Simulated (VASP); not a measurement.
# H2 in VASP: settings compared

One molecule, H2, is run at these levels: PBE+D3(BJ), r2SCAN, HSE06; tasks: single point.

Everything below comes from runs of VASP 6.6.1. Logs are shortened: lines on timing, memory, paths and dates and some standing lists are left out, and cuts for length are marked.

## (1) Starting point

The cell holds a molecule in a box, 2 atoms: a = 10.000 Å, b = 10.000 Å, c = 10.000 Å, α = 90.00°, β = 90.00°, γ = 90.00°.

## (2) Single point, PBE+D3(BJ)

Contents of INCAR:

```
SYSTEM = H
  PREC = Accurate
  ENCUT = 450
  EDIFF = 1E-6
  ISMEAR = 0
  SIGMA = 0.02
  LREAL = .FALSE.
  LASPH = .TRUE.
  NELM = 80
  ALGO = Normal
  ISIF = 2
  LWAVE = .FALSE.
  LCHARG = .FALSE.
  GGA = PE
  IVDW = 12
  NBANDS = 8
```

Contents of KPOINTS:

```
Automatic mesh
0
G
  1 1 1
  0 0 0
```

Contents of POSCAR:

```
H
1.0
   10.0000000000      0.0000000000      0.0000000000
    0.0000000000     10.0000000000      0.0000000000
    0.0000000000      0.0000000000     10.0000000000
H
2
Direct
    0.5000000000      0.5000000000      0.4675000000
    0.5000000000      0.5000000000      0.5325000000
```

Potentials or basis: VASP PAW PBE potentials, release 64 (H).

Command:

```sh
cat potpaw_PBE.64/H/POTCAR > POTCAR
mpirun -np 1 vasp_std > vasp.out
```

OUTCAR:

```text
SYSTEM = H
   PREC = Accurate
   ENCUT = 450
   EDIFF = 1E-6
   ISMEAR = 0
   LREAL = .FALSE.
   LASPH = .TRUE.
   NELM = 80
   ISIF = 2
   GGA = PE
   IVDW = 12
 IVDW          = 12

 ion  position               nearest neighbor table
   1  0.500  0.500  0.468-   2 0.65
   2  0.500  0.500  0.532-   1 0.65

  LATTYP: Found a simple cubic cell.
 ALAT       =    10.0000000000

  Lattice vectors:

 A1 = (  10.0000000000,   0.0000000000,   0.0000000000)
 A2 = (   0.0000000000,  10.0000000000,   0.0000000000)
 A3 = (   0.0000000000,   0.0000000000,  10.0000000000)

Analysis of symmetry for initial positions (statically):
=====================================================================
 Subroutine PRICEL returns:
 Original cell was already a primitive cell.

 Routine SETGRP: Setting up the symmetry group for a
 simple cubic supercell.

 Subroutine GETGRP returns: Found 16 space group operations
 (whereof 16 operations were pure point group operations)
 out of a pool of 48 trial point group operations.

The static configuration has the point symmetry D_4h.

Analysis of symmetry for dynamics (positions and initial velocities):
=====================================================================
 Subroutine PRICEL returns:
 Original cell was already a primitive cell.

 Routine SETGRP: Setting up the symmetry group for a
 simple cubic supercell.

 Subroutine GETGRP returns: Found 16 space group operations
 (whereof 16 operations were pure point group operations)
 out of a pool of 48 trial point group operations.

The dynamic configuration has the point symmetry D_4h.

 Subroutine INISYM returns: Found 16 space group operations
 (whereof 16 operations are pure point group operations),
 and found     1 'primitive' translations

----------------------------------------------------------------------------------------

                                     Primitive cell

  volume of cell :    1000.0000

  direct lattice vectors                    reciprocal lattice vectors
    10.000000000  0.000000000  0.000000000     0.100000000  0.000000000  0.000000000
     0.000000000 10.000000000  0.000000000     0.000000000  0.100000000  0.000000000
     0.000000000  0.000000000 10.000000000     0.000000000  0.000000000  0.100000000

  length of vectors
[... 53 lines left out ...]
   LNONCOLLINEAR =      F non collinear calculations
   LSORBIT =      F    spin-orbit coupling
   LASPH  =      T    aspherical Exc in radial PAW
   ENCUT  =  450.0 eV  33.07 Ry    5.75 a.u.  17.30 17.30 17.30*2*pi/ulx,y,z
   NELM   =     80;   NELMIN=  2; NELMDL= -5     # of ELM steps
   EDIFF  = 0.1E-05   stopping-criterion for ELM
   LREAL  =      F    real-space projection
   EDIFFG = 0.1E-04   stopping-criterion for IOM
   NSW    =      0    number of steps for IOM
   IBRION =     -1    ionic relax: 0-MD 1-quasi-New 2-CG
   NFREE  =      0    steps in history (QN), initial steepest desc. (CG)
   ISIF   =      2    stress and relaxation
   ISYM   =      2    0-nonsym 1-usesym 2-fastsym
   POTIM  = 0.5000    time-step for ionic-motion
   TEBEG  =    0.0;   TEEND  =   0.0 temperature during run
   PSTRESS=    0.0 pullay stress
   NELECT =       2.0000    total number of electrons
   NUPDOWN=      -1.0000    fix difference up-down
   EMIN   =  10.00;   EMAX   =-10.00  energy-range for DOS
   EFERMI =   0.00;   METHOD = LEGACY
   ISMEAR =     0;   SIGMA  =   0.02  broadening in eV -4-tet -1-fermi 0-gaus
   EFERMI_NEDOS =   21; number of points for ismear=-14 and -15
   IALGO  =     38    algorithm
   IMIX   =      4    mixing-type and parameters
     AMIX     =   0.40;   BMIX     =  1.00
     AMIX_MAG =   1.60;   BMIX_MAG =  1.00
  volume/ion in A,a.u.               =     500.00      3374.17
  Fermi-wavevector in a.u.,A,eV,Ry     =   0.206261  0.389778  0.578844  0.042544
  Thomas-Fermi vector in A             =   0.968418
   LORBIT       =      0    0 simple, 1 ext, 2 COOP (PROOUT), +10 PAW based schemes
   GGA     = PE    functional components
   LHFCALC =     F    Hartree Fock is set to
   AEXX    =    0.0000 exact exchange contribution
   IVDW    =    12    specifies the selected vdW correction
   LEPSILON=     F    determine dielectric tensor
   LRPA    =     F    only Hartree local field effects (RPA)
 non-spin polarized calculation
 Gauss-broadening in eV      SIGMA  =   0.02
  energy-cutoff  :      450.00
  volume of cell :     1000.00
 maximum number of plane-waves:     21823
 NGX is ok and might be reduce to    70
   NGX = 35   NGY = 35   NGZ = 35

 number of electron       2.0000002 magnetization

 Free energy of the ion-electron system (eV)
  ---------------------------------------------------
  ext. energy  EPLUGINS =         0.00000000
  ---------------------------------------------------
  free energy    TOTEN  =        -6.55107864 eV

  energy without entropy =       -6.55107864  energy(sigma->0) =       -6.55107864

 E-fermi : -10.7095     XC(G=0):  -0.3601

 val. band max:      -10.8209770123   @ k =   0.0000   0.0000   0.0000
 cond. band min:      -0.1616597707   @ k =   0.0000   0.0000   0.0000
 fundamental gap:     10.6593172416
 Fermi energy:       -10.7095412603

 k-point     1 :       0.0000    0.0000    0.0000
  band No.  band energies     occupation
      1     -10.8210      2.00000
      2      -0.1617      0.00000
      3       0.6559      0.00000
      4       0.9999      0.00000
      5       0.9999      0.00000
      6       1.3543      0.00000
      7       1.3823      0.00000
      8       1.3912      0.00000

------------------------ aborting loop because EDIFF is reached ----------------------------------------

 Edisp (eV)   -0.00249

 E8    (eV) :    -0.0005

  FORCE on cell =-STRESS in cart. coord.  units (eV):
  Direction    XX          YY          ZZ          XY          YZ          ZX
  --------------------------------------------------------------------------------------
  -------------------------------------------------------------------------------------
  Total      -0.07172    -0.07172     3.09065     0.00000     0.00000     0.00000
  in kB      -0.11491    -0.11491     4.95176     0.00000     0.00000     0.00000
  external pressure =        1.57 kB  Pullay stress =        0.00 kB

 VOLUME and BASIS-vectors are now :
 -----------------------------------------------------------------------------
  energy-cutoff  :      450.00
  volume of cell :     1000.00
      direct lattice vectors                 reciprocal lattice vectors
    10.000000000  0.000000000  0.000000000     0.100000000  0.000000000  0.000000000
     0.000000000 10.000000000  0.000000000     0.000000000  0.100000000  0.000000000
     0.000000000  0.000000000 10.000000000     0.000000000  0.000000000  0.100000000

 POSITION                                       TOTAL-FORCE (eV/Angst)
 -----------------------------------------------------------------------------------
      5.00000      5.00000      4.67500         0.000000      0.000000     -4.875631
      5.00000      5.00000      5.32500        -0.000000      0.000000      4.875631
 -----------------------------------------------------------------------------------
    total drift:                                0.000000      0.000000      0.000000

  FREE ENERGIE OF THE ION-ELECTRON SYSTEM (eV)
  ---------------------------------------------------
  free  energy   TOTEN  =        -6.5535653717 eV

  energy  without entropy=       -6.5535653717  energy(sigma->0) =       -6.55356537
```

Wall time 21 s (1 thread of AMD EPYC 9R45 (Zen 5), shared host); peak memory 0.59 GiB.

Results:

- Free energy: -6.5536 eV
- Largest force: 4.876 eV/Å
- Gap between the frontier levels: 10.66 eV
- Dispersion energy per atom: -0.001 eV

Forces in eV/Å, atoms in the order of the input:
```
H    0.000  0.000 -4.876
H    0.000  0.000  4.876
```

Levels at points of the mesh, in eV from the valence-band top:
```
           k point  band 1  band 2  band 3  band 4  band 5
(0.00, 0.00, 0.00)    0.00   10.66   11.48   11.82   11.82
```

## (3) Single point, r2SCAN

INCAR, as its differences from that of step 2:

```diff
@@ -13,4 +13,4 @@
   LCHARG = .FALSE.
-  GGA = PE
-  IVDW = 12
+  METAGGA = R2SCAN
+  LMIXTAU = .TRUE.
   NBANDS = 8
```

KPOINTS is that of step 2.

POSCAR is that of step 2.

Potentials or basis: VASP PAW PBE potentials, release 64 (H).

Command:

```sh
cat potpaw_PBE.64/H/POTCAR > POTCAR
mpirun -np 1 vasp_std > vasp.out
```

OUTCAR:

```text
SYSTEM = H
   PREC = Accurate
   ENCUT = 450
   EDIFF = 1E-6
   ISMEAR = 0
   LREAL = .FALSE.
   LASPH = .TRUE.
   NELM = 80
   ISIF = 2
   METAGGA = R2SCAN

 ion  position               nearest neighbor table
   1  0.500  0.500  0.468-   2 0.65
   2  0.500  0.500  0.532-   1 0.65

  LATTYP: Found a simple cubic cell.
 ALAT       =    10.0000000000

  Lattice vectors:

 A1 = (  10.0000000000,   0.0000000000,   0.0000000000)
 A2 = (   0.0000000000,  10.0000000000,   0.0000000000)
 A3 = (   0.0000000000,   0.0000000000,  10.0000000000)

Analysis of symmetry for initial positions (statically):
=====================================================================
 Subroutine PRICEL returns:
 Original cell was already a primitive cell.

 Routine SETGRP: Setting up the symmetry group for a
 simple cubic supercell.

[... 136 lines left out ...]
  ---------------------------------------------------
  ext. energy  EPLUGINS =         0.00000000
  ---------------------------------------------------
  free energy    TOTEN  =        -6.71726446 eV

  energy without entropy =       -6.71726446  energy(sigma->0) =       -6.71726446

 E-fermi : -11.1709     XC(G=0):  -0.0520

 val. band max:      -11.2913269493   @ k =   0.0000   0.0000   0.0000
 cond. band min:       0.1278439360   @ k =   0.0000   0.0000   0.0000
 fundamental gap:     11.4191708853
 Fermi energy:       -11.1708641478

 k-point     1 :       0.0000    0.0000    0.0000
  band No.  band energies     occupation
      1     -11.2913      2.00000
      2       0.1278      0.00000
      3       1.4337      0.00000
      4       1.5478      0.00000
      5       1.5478      0.00000
      6       1.5494      0.00000
      7       1.5501      0.00000
      8       1.9101      0.00000

------------------------ aborting loop because EDIFF is reached ----------------------------------------

  FORCE on cell =-STRESS in cart. coord.  units (eV):
  Direction    XX          YY          ZZ          XY          YZ          ZX
  --------------------------------------------------------------------------------------
  -------------------------------------------------------------------------------------
  Total       -0.0746924     -0.0746924      2.8964832     -0.0000000      0.0000000     -0.0000000
  in kB       -0.1196705     -0.1196705      4.6406797     -0.0000000      0.0000000     -0.0000000
  external PRESSURE =       1.4671129 kB  Pullay stress =       0.0000000 kB

 VOLUME and BASIS-vectors are now :
 -----------------------------------------------------------------------------
  energy-cutoff  :      450.00
  volume of cell :     1000.00
      direct lattice vectors                 reciprocal lattice vectors
    10.000000000  0.000000000  0.000000000     0.100000000  0.000000000  0.000000000
     0.000000000 10.000000000  0.000000000     0.000000000  0.100000000  0.000000000
     0.000000000  0.000000000 10.000000000     0.000000000  0.000000000  0.100000000

 POSITION                                       TOTAL-FORCE (eV/Angst)
 -----------------------------------------------------------------------------------
      5.00000      5.00000      4.67500         0.000000      0.000000     -4.569542
      5.00000      5.00000      5.32500        -0.000000      0.000000      4.569542
 -----------------------------------------------------------------------------------
    total drift:                                0.000000      0.000000     -0.000000

  FREE ENERGIE OF THE ION-ELECTRON SYSTEM (eV)
  ---------------------------------------------------
  free  energy   TOTEN  =        -6.7172644607 eV

  energy  without entropy=       -6.7172644607  energy(sigma->0) =       -6.71726446
```

OSZICAR:

```text
N       E                     dE             d eps       ncg     rms          rms(c)
DAV:   1     0.193973981010E+01    0.19397E+01   -0.61213E+02    16   0.133E+02
DAV:   2    -0.703076932056E+01   -0.89705E+01   -0.89705E+01    16   0.300E+01
DAV:   3    -0.770103053278E+01   -0.67026E+00   -0.67026E+00    24   0.113E+01
[... 52 lines left out ...]
DAV:  56    -0.671725640250E+01   -0.88167E-05   -0.37762E-07    16   0.254E-03    0.218E-04
DAV:  57    -0.671726529968E+01   -0.88972E-05   -0.56135E-07    16   0.344E-03    0.276E-04
DAV:  58    -0.671725535928E+01    0.99404E-05   -0.43676E-08    16   0.923E-04    0.238E-04
DAV:  59    -0.671726440810E+01   -0.90488E-05   -0.53950E-08    16   0.107E-03    0.282E-04
DAV:  60    -0.671726446074E+01   -0.52646E-07   -0.25336E-08    24   0.146E-03
   1 F= -.67172645E+01 E0= -.67172645E+01  d E =-.198165E-17
```

Wall time 4 min (1 thread of AMD EPYC 9R45 (Zen 5), shared host); peak memory 0.73 GiB.

What came out:

| Quantity | Value |
| --- | --- |
| Free energy | -6.7173 eV |
| Largest force | 4.570 eV/Å |
| Gap between the frontier levels | 11.42 eV |

Forces in eV/Å, atoms in the order of the input:
```
H    0.000  0.000 -4.570
H    0.000  0.000  4.570
```

Caveat: the PAW data sets were made with another functional, which shifts forces and pressure a little. r2SCAN opens gaps a little over a GGA but as a rule still falls short of measured ones.

## (4) Single point, HSE06

POSCAR is that of step 3.

Contents of INCAR.step1:

```
SYSTEM = H
  PREC = Accurate
  ENCUT = 450
  EDIFF = 1E-5
  ISMEAR = 0
  SIGMA = 0.02
  LREAL = .FALSE.
  LASPH = .TRUE.
  NELM = 80
  ALGO = Normal
  ISIF = 2
  LWAVE = .TRUE.
  LCHARG = .FALSE.
  NBANDS = 8
  GGA = PE
```

Contents of INCAR.step2:

```
SYSTEM = H
  PREC = Accurate
  ENCUT = 450
  EDIFF = 1E-6
  ISMEAR = 0
  SIGMA = 0.02
  LREAL = .FALSE.
  LASPH = .TRUE.
  NELM = 80
  ALGO = Normal
  ISIF = 2
  LWAVE = .FALSE.
  LCHARG = .FALSE.
  GGA = PE
  LHFCALC = .TRUE.
  HFSCREEN = 0.2
  PRECFOCK = Fast
  NBANDS = 8
  ISTART = 1
```

KPOINTS is that of step 3.

Potentials or basis: VASP PAW PBE potentials, release 64 (H).

Command:

```sh
cat potpaw_PBE.64/H/POTCAR > POTCAR
cp INCAR.step1 INCAR
mpirun -np 1 vasp_std > vasp.out
cp INCAR.step2 INCAR
mpirun -np 1 vasp_std > vasp.out
```

OUTCAR:

```text
SYSTEM = H
   PREC = Accurate
   ENCUT = 450
   EDIFF = 1E-6
   ISMEAR = 0
   LREAL = .FALSE.
   LASPH = .TRUE.
   NELM = 80
   ISIF = 2
   GGA = PE
   LHFCALC = .TRUE.
   HFSCREEN = 0.2
   PRECFOCK = Fast
   ISTART = 1

 ion  position               nearest neighbor table
   1  0.500  0.500  0.468-   2 0.65
   2  0.500  0.500  0.532-   1 0.65

  LATTYP: Found a simple cubic cell.
 ALAT       =    10.0000000000

  Lattice vectors:

 A1 = (  10.0000000000,   0.0000000000,   0.0000000000)
 A2 = (   0.0000000000,  10.0000000000,   0.0000000000)
 A3 = (   0.0000000000,   0.0000000000,  10.0000000000)

Analysis of symmetry for initial positions (statically):
=====================================================================
 Subroutine PRICEL returns:
 Original cell was already a primitive cell.

 Routine SETGRP: Setting up the symmetry group for a
 simple cubic supercell.

 Subroutine GETGRP returns: Found 16 space group operations
 (whereof 16 operations were pure point group operations)
[... 144 lines left out ...]
  ext. energy  EPLUGINS =         0.00000000
  ---------------------------------------------------
  free energy    TOTEN  =        -7.63349501 eV

  energy without entropy =       -7.63349501  energy(sigma->0) =       -7.63349501

 E-fermi : -12.0080     XC(G=0):  -0.3737

 val. band max:      -12.1311660548   @ k =   0.0000   0.0000   0.0000
 cond. band min:      -0.1767407945   @ k =   0.0000   0.0000   0.0000
 fundamental gap:     11.9544252604
 Fermi energy:       -12.0079558126

 k-point     1 :       0.0000    0.0000    0.0000
  band No.  band energies     occupation
      1     -12.1312      2.00000
      2      -0.1767      0.00000
      3       0.8160      0.00000
      4       1.0591      0.00000
      5       1.0591      0.00000
      6       1.3236      0.00000
      7       1.3556      0.00000
      8       1.3713      0.00000

------------------------ aborting loop because EDIFF is reached ----------------------------------------

  FORCE on cell =-STRESS in cart. coord.  units (eV):
  Direction    XX          YY          ZZ          XY          YZ          ZX
  --------------------------------------------------------------------------------------
  -------------------------------------------------------------------------------------
  Total       -0.0427740     -0.0427740      3.0019726      0.0000000      0.0000000      0.0000000
  in kB       -0.0685315     -0.0685315      4.8096925      0.0000000      0.0000000      0.0000000
  external PRESSURE =       1.5575431 kB  Pullay stress =       0.0000000 kB

 VOLUME and BASIS-vectors are now :
 -----------------------------------------------------------------------------
  energy-cutoff  :      450.00
  volume of cell :     1000.00
      direct lattice vectors                 reciprocal lattice vectors
    10.000000000  0.000000000  0.000000000     0.100000000  0.000000000  0.000000000
     0.000000000 10.000000000  0.000000000     0.000000000  0.100000000  0.000000000
     0.000000000  0.000000000 10.000000000     0.000000000  0.000000000  0.100000000

 POSITION                                       TOTAL-FORCE (eV/Angst)
 -----------------------------------------------------------------------------------
      5.00000      5.00000      4.67500        -0.000000      0.000000     -4.694737
      5.00000      5.00000      5.32500         0.000000      0.000000      4.694737
 -----------------------------------------------------------------------------------
    total drift:                                0.000000      0.000000     -0.000004

  FREE ENERGIE OF THE ION-ELECTRON SYSTEM (eV)
  ---------------------------------------------------
  free  energy   TOTEN  =        -7.6334950111 eV

  energy  without entropy=       -7.6334950111  energy(sigma->0) =       -7.63349501
```

OUTCAR.step1:

```text
SYSTEM = H
   PREC = Accurate
   ENCUT = 450
   EDIFF = 1E-5
   ISMEAR = 0
[... 210 lines left out ...]
      5.00000      5.00000      4.67500         0.000000      0.000000     -4.875308
      5.00000      5.00000      5.32500        -0.000000     -0.000000      4.875308
 -----------------------------------------------------------------------------------
    total drift:                                0.000000      0.000000      0.000000

  FREE ENERGIE OF THE ION-ELECTRON SYSTEM (eV)
  ---------------------------------------------------
  free  energy   TOTEN  =        -6.5510755762 eV

  energy  without entropy=       -6.5510755762  energy(sigma->0) =       -6.55107558
```

Wall time 65 s (1 thread of AMD EPYC 9R45 (Zen 5), shared host); peak memory 0.67 GiB.

Results:

| Item | Value |
| --- | --- |
| Free energy | -7.6335 eV |
| Largest force | 4.695 eV/Å |
| Gap between the frontier levels | 11.95 eV |

Forces in eV/Å, atoms in the order of the input:
```
H    0.000  0.000 -4.695
H    0.000  0.000  4.695
```

Caveat: the PAW data sets were made with another functional, which shifts forces and pressure a little.

## (5) Summary

```csv
level,grid for exact exchange (PRECFOCK),screening parameter,gap on the mesh (eV),largest force (eV/Å)
PBE+D3(BJ),-,-,10.66,4.88
r2SCAN,-,-,11.42,4.57
HSE06,Fast,0.2 1/A,11.95,4.69
```

Alike in all rows: task single point; potentials or basis VASP PAW PBE potentials, release 64 (H); no spin polarisation; cell as given; k mesh 1 × 1 × 1; cutoff (eV) 450; smearing gaussian 0.02 eV.

On the cell as given the gap runs from 10.66 eV (PBE+D3(BJ)) to 11.95 eV (HSE06).

Caveats: the PAW data sets were made with another functional, which shifts forces and pressure a little (some runs).

Absolute energies hang on the potentials; compare differences alone.
